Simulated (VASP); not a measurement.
# V (Im-3m) in VASP: elastic constants with LDA

Aim: the elastic constants of V with LDA.

All numbers are computed with VASP 6.6.1; they aren't measurements. Logs are shortened: lines on timing, memory, paths and dates and some standing lists are left out, and cuts for length are marked.

## (1) The crystal as given

The structure is cubic, space group Im-3m (No. 229). Conventional cell: a = 3.026 Å, b = 3.026 Å, c = 3.026 Å, α = 90.00°, β = 90.00°, γ = 90.00°. Around V (site symmetry m-3m) lie 8 V at 2.62 Å.

## (2) Elastic constants, LDA

File POSCAR:

```
V
1.0
   -1.5129450000      1.5129450000      1.5129450000
    1.5129450000     -1.5129450000      1.5129450000
    1.5129450000      1.5129450000     -1.5129450000
V
1
Direct
    0.0000000000      0.0000000000      0.0000000000
```

File INCAR.step1:

```
  PREC = Accurate
  ENCUT = 350
  EDIFF = 1E-8
  ISMEAR = 0
  SIGMA = 0.1
  LREAL = False
  LASPH = True
  NELM = 100
  ALGO = Normal
  ISIF = 3
  LWAVE = False
  LCHARG = False
  GGA = CA
  IBRION = 2
  NSW = 40
  EDIFFG = -0.002
```

File INCAR.step2:

```
  PREC = Accurate
  ENCUT = 350
  EDIFF = 1E-8
  ISMEAR = 0
  SIGMA = 0.1
  LREAL = False
  LASPH = True
  NELM = 100
  ALGO = Normal
  ISIF = 3
  LWAVE = False
  LCHARG = False
  GGA = CA
  IBRION = 6
  NFREE = 2
  POTIM = 0.015
  NSW = 1
```

File KPOINTS:

```
regular mesh
0
Gamma
  20 20 20
```

Potentials or basis: VASP PAW LDA potentials, release 64 (V_sv).

Command:

```sh
> cat potpaw_LDA.64/V_sv/POTCAR > POTCAR
> cp INCAR.step1 INCAR
> mpirun -np 1 vasp_std > vasp.out
> cp CONTCAR POSCAR
> cp INCAR.step2 INCAR
> mpirun -np 1 vasp_std > vasp.out
```

OUTCAR:

```text
PREC = Accurate
   ENCUT = 350
   EDIFF = 1E-8
   ISMEAR = 0
   LREAL = False
   LASPH = True
   NELM = 100
   ISIF = 3
   GGA = CA
   IBRION = 6
   NFREE = 2
   POTIM = 0.015
   NSW = 1

 ion  position               nearest neighbor table
   1  0.000  0.000  0.000-

  LATTYP: Found a body centered cubic cell.
 ALAT       =     2.9221315131

  Lattice vectors:

 A1 = (  -1.4610657565,   1.4610657565,   1.4610657565)
 A2 = (   1.4610657565,  -1.4610657565,   1.4610657565)
 A3 = (   1.4610657565,   1.4610657565,  -1.4610657565)

Analysis of symmetry for initial positions (statically):
=====================================================================
 Subroutine PRICEL returns:
 Original cell was already a primitive cell.

 Routine SETGRP: Setting up the symmetry group for a
 body centered cubic supercell.

 Subroutine GETGRP returns: Found 48 space group operations
 (whereof 48 operations were pure point group operations)
 out of a pool of 48 trial point group operations.

The static configuration has the point symmetry O_h .

Analysis of symmetry for dynamics (positions and initial velocities):
=====================================================================
 Subroutine PRICEL returns:
 Original cell was already a primitive cell.

 Routine SETGRP: Setting up the symmetry group for a
 body centered cubic supercell.

 Subroutine GETGRP returns: Found 48 space group operations
 (whereof 48 operations were pure point group operations)
 out of a pool of 48 trial point group operations.

The dynamic configuration has the point symmetry O_h .

 Subroutine INISYM returns: Found 48 space group operations
 (whereof 48 operations are pure point group operations),
 and found     1 'primitive' translations

----------------------------------------------------------------------------------------

                                     Primitive cell

  volume of cell :      12.4758

  direct lattice vectors                    reciprocal lattice vectors
    -1.461065757  1.461065757  1.461065757     0.000000000  0.342215946  0.342215946
     1.461065757 -1.461065757  1.461065757     0.342215946  0.000000000  0.342215946
     1.461065757  1.461065757 -1.461065757     0.342215946  0.342215946  0.000000000

  length of vectors
     2.530640124  2.530640124  2.530640124     0.483966432  0.483966432  0.483966432

  position of ions in fractional coordinates (direct lattice)
     0.000000000  0.000000000  0.000000000

  ion indices of the primitive-cell ions
   primitive index   ion index
                 1           1

----------------------------------------------------------------------------------------

 KPOINTS: regular mesh

Automatic generation of k-mesh.
 Grid dimensions read from file:
 generate k-points for:   20   20   20

 Generating k-lattice:

  Cartesian coordinates                     Fractional coordinates (reciprocal lattice)
     0.000000000  0.017110797  0.017110797     0.050000000  0.000000000  0.000000000
     0.017110797  0.000000000  0.017110797     0.000000000  0.050000000  0.000000000
     0.017110797  0.017110797  0.000000000     0.000000000  0.000000000  0.050000000

  Length of vectors
     0.024198322  0.024198322  0.024198322

  Shift w.r.t. Gamma in fractional coordinates (k-lattice)
     0.000000000  0.000000000  0.000000000

 Subroutine IBZKPT returns following result:
 ===========================================

 Found    256 irreducible k-points:

 Following reciprocal coordinates:
            Coordinates               Weight
  0.000000  0.000000  0.000000      1.000000
  0.050000  0.000000  0.000000     12.000000
  0.100000  0.000000  0.000000     12.000000
  0.150000  0.000000  0.000000     12.000000
  0.200000  0.000000  0.000000     12.000000
  0.250000  0.000000  0.000000     12.000000
[... 16 lines left out ...]
  0.200000  0.100000 -0.000000     48.000000
  0.250000  0.100000  0.000000     48.000000
 [... further k-points ...]
   k-points           NKPTS =    256   k-points in BZ     NKDIM =    256   number of bands    NBANDS=     10
   number of dos      NEDOS =    301   number of ions     NIONS =      1
   total plane-waves  NPLWV =   4096
   dimension x,y,z NGX =    16 NGY =   16 NGZ =   16
[... 26 lines left out ...]
   NUPDOWN=      -1.0000    fix difference up-down
   EMIN   =  10.00;   EMAX   =-10.00  energy-range for DOS
   EFERMI =   0.00;   METHOD = LEGACY
   ISMEAR =     0;   SIGMA  =   0.10  broadening in eV -4-tet -1-fermi 0-gaus
   EFERMI_NEDOS =   21; number of points for ismear=-14 and -15
   IALGO  =     38    algorithm
   IMIX   =      4    mixing-type and parameters
     AMIX     =   0.40;   BMIX     =  1.00
     AMIX_MAG =   1.60;   BMIX_MAG =  1.00
  volume/ion in A,a.u.               =      12.48        84.19
  Fermi-wavevector in a.u.,A,eV,Ry     =   1.659712  3.136402 37.479227  2.754645
  Thomas-Fermi vector in A             =   2.747074
   LORBIT       =      0    0 simple, 1 ext, 2 COOP (PROOUT), +10 PAW based schemes
   GGA     = CA    functional components
   LHFCALC =     F    Hartree Fock is set to
   AEXX    =    0.0000 exact exchange contribution
   IVDW    =     0    specifies the selected vdW correction
   LEPSILON=     F    determine dielectric tensor
   LRPA    =     F    only Hartree local field effects (RPA)
 finite differences with symmetry
 non-spin polarized calculation
 Gauss-broadening in eV      SIGMA  =   0.10
  energy-cutoff  :      350.00
  volume of cell :       12.48
 maximum number of plane-waves:       196
   NGX =  7   NGY =  7   NGZ =  7

--------------------------------------- Ionic step        1  -------------------------------------------

 number of electron      13.0000006 magnetization

 Free energy of the ion-electron system (eV)
  ---------------------------------------------------
  ext. energy  EPLUGINS =         0.00000000
  ---------------------------------------------------
  free energy    TOTEN  =        -9.95738591 eV

  energy without entropy =       -9.94911266  energy(sigma->0) =       -9.95324928

------------------------ aborting loop because EDIFF is reached ----------------------------------------

  FORCE on cell =-STRESS in cart. coord.  units (eV):
  Direction    XX          YY          ZZ          XY          YZ          ZX
  --------------------------------------------------------------------------------------
  -------------------------------------------------------------------------------------
  Total        0.0433547      0.0433547      0.0433547      0.0000000      0.0000000      0.0000000
  in kB        5.5677238      5.5677238      5.5677238      0.0000000      0.0000000      0.0000000
  external PRESSURE =       5.5677238 kB  Pullay stress =       0.0000000 kB
[... 86 lines left out ...]
  FREE ENERGIE OF THE ION-ELECTRON SYSTEM (eV)
  ---------------------------------------------------
  free  energy   TOTEN  =        -9.9539668065 eV

  energy  without entropy=       -9.9458424036  energy(sigma->0) =       -9.94990461

[... ionic steps 4 to 12 ...]

--------------------------------------- Ionic step       13  -------------------------------------------

 number of electron      13.0000007 magnetization

------------------------ aborting loop because EDIFF is reached ----------------------------------------
[... 65 lines left out ...]
--------------------------------------- Ionic step       15  -------------------------------------------

 number of electron      13.0000008 magnetization

 Free energy of the ion-electron system (eV)
  ---------------------------------------------------
  ext. energy  EPLUGINS =         0.00000000
  ---------------------------------------------------
  free energy    TOTEN  =        -9.95738477 eV

  energy without entropy =       -9.94911151  energy(sigma->0) =       -9.95324814

 E-fermi :  10.4802     XC(G=0): -13.6555

 val. band max:       10.4695433737   @ k =   0.3000   0.1000   0.1000
 cond. band min:      10.4817818415   @ k =   0.1500   0.0000   0.0000
 fundamental gap:      0.0122384678
 Fermi energy:        10.4801998764

 k-point     1 :       0.0000    0.0000    0.0000
  band No.  band energies     occupation
      1     -52.3888      2.00000
      2     -25.9609      2.00000
      3     -25.9609      2.00000
      4     -25.9609      2.00000
      5       3.8103      2.00000
      6      10.8795      0.00000
      7      10.8795      0.00000
      8      10.8795      0.00000
      9      13.0768      0.00000
     10      13.0768      0.00000
[... 287 lines left out ...]
 k-point    24 :       0.2500    0.1000    0.0000
  band No.  band energies     occupation
      1     -52.1947      2.00000
      2     -26.7565      2.00000
      3     -26.2139      2.00000
      4     -26.0070      2.00000
      5       6.8946      2.00000
      6       9.7005      2.00000
      7      10.1974      1.99994
      8      12.6709      0.00000
      9      13.4131      0.00000
     10      13.7527      0.00000

 [... further k-points ...]
[... 5 lines left out ...]
  --------------------------------------------------------------------------------------
  -------------------------------------------------------------------------------------
  Total        0.0430238      0.0430238      0.0430238      0.0000000     -0.0000000      0.0000000
  in kB        5.5252228      5.5252228      5.5252228      0.0000000     -0.0000000      0.0000000
  external PRESSURE =       5.5252228 kB  Pullay stress =       0.0000000 kB
[... 16 lines left out ...]
  FREE ENERGIE OF THE ION-ELECTRON SYSTEM (eV)
  ---------------------------------------------------
  free  energy   TOTEN  =        -9.9573847742 eV

  energy  without entropy=       -9.9491115100  energy(sigma->0) =       -9.95324814

 INTERNAL STRAIN TENSORS FROM STRAINED CELLS
 ============================================

 INTERNAL STRAIN TENSOR FOR ION    1 for displacements in x,y,z  (eV/Angst):
          X           Y           Z          XY          YZ          ZX
  --------------------------------------------------------------------------------
  x    -0.00000     0.00000     0.00000     0.00000     0.00000    -0.00000
  y     0.00000    -0.00000    -0.00000     0.00000    -0.00000    -0.00000
  z     0.00000     0.00000     0.00000    -0.00000     0.00000    -0.00000

 INTERNAL STRAIN TENSORS FROM DISPLACED ATOMS
 ============================================

 INTERNAL STRAIN TENSOR FOR ION    1 for displacements in x,y,z  (eV/Angst):
          X           Y           Z          XY          YZ          ZX
  --------------------------------------------------------------------------------
  x     0.00000     0.00000     0.00000     0.00000     0.00000     0.00000
  y     0.00000     0.00000     0.00000     0.00000     0.00000     0.00000
  z     0.00000     0.00000     0.00000     0.00000     0.00000     0.00000

 Eigenvectors and eigenvalues of the dynamical matrix
 ----------------------------------------------------

   1 f/i=    0.000000 THz     0.000000 2PiTHz    0.000000 cm-1     0.000000 meV
             X         Y         Z           dx          dy          dz
      0.000000  0.000000  0.000000     0.928477   -0.371391    0.000000

   2 f/i=    0.000000 THz     0.000000 2PiTHz    0.000000 cm-1     0.000000 meV
             X         Y         Z           dx          dy          dz
      0.000000  0.000000  0.000000    -0.371391   -0.928477    0.000000

   3 f/i=    0.000000 THz     0.000000 2PiTHz    0.000000 cm-1     0.000000 meV
             X         Y         Z           dx          dy          dz
      0.000000  0.000000  0.000000     0.000000    0.000000    1.000000

--------------------------------------------------------------------------------------------------------

 ELASTIC MODULI CONTR FROM IONIC RELAXATION (kBar)
 Direction    XX          YY          ZZ          XY          YZ          ZX
 --------------------------------------------------------------------------------
 XX           0.0000      0.0000      0.0000      0.0000      0.0000      0.0000
 YY           0.0000      0.0000      0.0000      0.0000      0.0000      0.0000
 ZZ           0.0000      0.0000      0.0000      0.0000      0.0000      0.0000
 XY           0.0000      0.0000      0.0000      0.0000      0.0000      0.0000
 YZ           0.0000      0.0000      0.0000      0.0000      0.0000      0.0000
 ZX           0.0000      0.0000      0.0000      0.0000      0.0000      0.0000
 --------------------------------------------------------------------------------

 TOTAL ELASTIC MODULI (kBar)
 Direction    XX          YY          ZZ          XY          YZ          ZX
 --------------------------------------------------------------------------------
 XX        3069.6094   1554.3465   1554.3465     -0.0000      0.0000     -0.0000
 YY        1554.3465   3069.6094   1554.3465     -0.0000     -0.0000     -0.0000
 ZZ        1554.3465   1554.3465   3069.6094      0.0000     -0.0000      0.0000
 XY          -0.0000     -0.0000      0.0000     25.6594      0.0000      0.0000
 YZ           0.0000     -0.0000     -0.0000      0.0000     25.6594      0.0000
 ZX          -0.0000     -0.0000      0.0000      0.0000      0.0000     25.6594
 --------------------------------------------------------------------------------
```

Run time: 5.2 min. Hardware: 1 thread of Intel Xeon Platinum 8559C (Emerald Rapids), shared host; peak memory 0.42 GiB.

What came out:

- Relaxed volume: 12.48 Å³/atom
- Relaxed cell: a = 2.531 Å, b = 2.531 Å, c = 2.531 Å, α = 109.47°, β = 109.47°, γ = 109.47°
- Space group after relaxing (to 0.05 Å): Im-3m (No. 229)
- Elastic constants C11, C12, C44: 307, 155, 3 GPa
- Voigt bulk modulus: 206 GPa

Step by step:
```csv
step,energy change (eV),largest force (eV/Å),pressure (GPa),volume (Å³)
1,0.0000,0.0000,-17.83,13.85
2,0.0597,0.0000,34.19,10.99
3,-0.0836,0.0000,-0.64,12.51
4,-0.0837,0.0000,-0.08,12.48
5,-0.0836,0.0000,0.36,12.45
6,-0.0836,0.0000,-0.41,12.50
7,-0.0837,0.0000,0.00,12.48
```

Final structure:
```xyz
1
Lattice="-1.4611 1.4611 1.4611 1.4611 -1.4611 1.4611 1.4611 1.4611 -1.4611" Properties=species:S:1:pos:R:3 pbc="T T T"
V     0.0000    0.0000    0.0000
```

Elastic tensor in Voigt notation (GPa, in the Cartesian axes of the cell as first typed):
```
307 155 155   0   0   0
155 307 155   0   0   0
155 155 307   0   0   0
  0   0   0   3   0   0
  0   0   0   0   3   0
  0   0   0   0   0   3
```

Clamped-ion elastic tensor (GPa):
```
307 155 155   0   0   0
155 307 155   0   0   0
155 155 307   0   0   0
  0   0   0   3   0   0
  0   0   0   0   3   0
  0   0   0   0   0   3
```
